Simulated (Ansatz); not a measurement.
A (110) slab of W (Fm-3m (No. 225)), 8 planes, outer planes W (top) and W (bottom), with 8 atoms (W8) in a surface cell of A = 11.524 Å², as cut from the bulk:

```
CELL_PARAMETERS angstrom
2.85459 0.00000 0.00000
0.00000 4.03701 0.00000
0.00000 0.00000 24.99108
ATOMIC_POSITIONS crystal
W 0.50000 0.50000 0.30011
W 0.00000 0.00000 0.35722
W 0.50000 0.50000 0.41433
W 0.00000 0.00000 0.47144
W 0.50000 0.50000 0.52856
W 0.00000 0.00000 0.58567
W 0.50000 0.50000 0.64278
W 0.00000 0.00000 0.69989
```

These are results of Ansatz, DFT PBE, scalar-relativistic, plane waves, PAW, not measurements. Settings: cutoff 420 eV, Γ-centred mesh 12×9×1 on the computed 8-atom cell, Gaussian smearing of 0.10 eV; no spin polarisation. The cell repeats along c with a dipole correction in the vacuum.

Against the same 8 atoms in the bulk, the slab as cut lies 4.617 eV higher and the relaxed slab 3.804 eV higher.

Problem. Work out the surface energy before and after relaxation.

Solution. The slab has two faces, so γ = (E_slab − N·E_bulk)/(2A), the mean of both. As cut: 4.617/(2 × 11.524) = 0.2003 eV/Å², and 1 eV/Å² = 16.02 J/m², so γ = 3.21 J/m². Relaxed: 3.804/(2 × 11.524) = 0.1650 eV/Å² = 2.64 J/m². Relaxation recovers 18 % of the cost of cutting.

Problem. A cut through this plane breaks about 6 nearest-neighbour bonds a surface cell. What does each broken bond cost, before relaxation?

Solution. One cut makes two faces and costs 2γA = 4.617 eV, shared by 6 bonds: 0.77 eV a bond. In a metal this is less than the cohesive energy a bond, since the bonds that remain at the surface strengthen.

Problem. What is the ideal work of this cut, per area?

Solution. Griffith's ideal work is 2γ: 6.42 J/m² if the new faces stay rigid, 5.29 J/m² if they relax. One thickness was run, 8 planes, so γ can still shift with it.

The reference crystal is the fcc form of W, which isn't its usual structure.

Cutting this face is costly because tungsten's nearly half-filled 5d band occupies mostly bonding states, and surface atoms lose part of that d bonding. The fcc (110) plane is open, so atoms below the outermost plane lose neighbours too. Relaxation lowers the surface energy from 3.21 to 2.64 J/m², a large gain for a metal surface. Inward movement of the outer planes, which strengthens their remaining back-bonds, probably supplies part of it.

Another part may not belong to the surface at all. Fcc tungsten is mechanically unstable in bulk, since band filling favours bcc, and free faces let the planes shift in ways the perfect crystal's symmetry forbids. If the interior has begun to distort, the relaxed value mixes surface energy with bulk transformation energy, and the relaxed work of separation inherits the same ambiguity. The as-cut value is free of this and is the safer measure of broken bonding. Neither value describes the (110) face of ordinary tungsten, which is the close-packed plane of bcc and has a different atomic arrangement.
